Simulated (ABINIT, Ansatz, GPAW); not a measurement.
**One calculation of TiAl3, 3 ways**

```
Ti Al
1.0
     2.83968    0.00000    0.00000
     0.00000    4.68126    0.00000
     0.00000    0.00000    4.90074
Ti Al
1 3
Direct
  0.99541 0.50053 0.16017
  0.99610 0.99596 0.83332
  0.49094 0.99972 0.32410
  0.49103 0.49562 0.67524
```

The cell comes from a database or a generator and needn't be the stable form of this composition.

Atoms were shifted at random by some hundredths of an Å from the given cell, which wasn't relaxed again for these runs.

Alike in all runs: task single point; functional PBEsol; k mesh 9 × 6 × 6; occupations fermi-dirac, width 0.05 eV; no spin polarisation; no spin-orbit coupling. Pressure is positive in compression and, in plane waves, holds the error of the finite cutoff.

```json
{"program and potentials": "ABINIT, PseudoDojo NC SR PBEsol v0.4.1 standard", "plane-wave cutoff (eV)": "1143", "notes": "-", "pressure (GPa)": "-2.27", "largest force (eV/Å)": "0.464", "energy over the undisturbed cell (meV/atom)": "4.54"}
{"program and potentials": "GPAW, PAW data sets generated for this functional", "plane-wave cutoff (eV)": "600", "notes": "-", "pressure (GPa)": "-2.12", "largest force (eV/Å)": "0.464", "energy over the undisturbed cell (meV/atom)": "4.55"}
{"program and potentials": "Ansatz, all-electron LAPW, scalar-relativistic", "plane-wave cutoff (eV)": "-", "notes": "-", "pressure (GPa)": "-2.20", "largest force (eV/Å)": "0.458", "energy over the undisturbed cell (meV/atom)": "-"}
```

Force on atom 4 (Al), eV/Å:

```
                           program and potentials      x      y       z
  ABINIT, PseudoDojo NC SR PBEsol v0.4.1 standard  0.047  0.020  -0.461
GPAW, PAW data sets generated for this functional  0.047  0.020  -0.462
   Ansatz, all-electron LAPW, scalar-relativistic  0.046  0.020  -0.456
```

The pressure spans -2.27 (ABINIT, PseudoDojo NC SR PBEsol v0.4.1 standard) to -2.12 GPa (GPAW, PAW data sets generated for this functional), with all-electron results at -2.20.

Differences between rows come from potentials, basis sets and numerical settings, since the functional is the same but for its coding. Runs on potential files found faulty are left out.
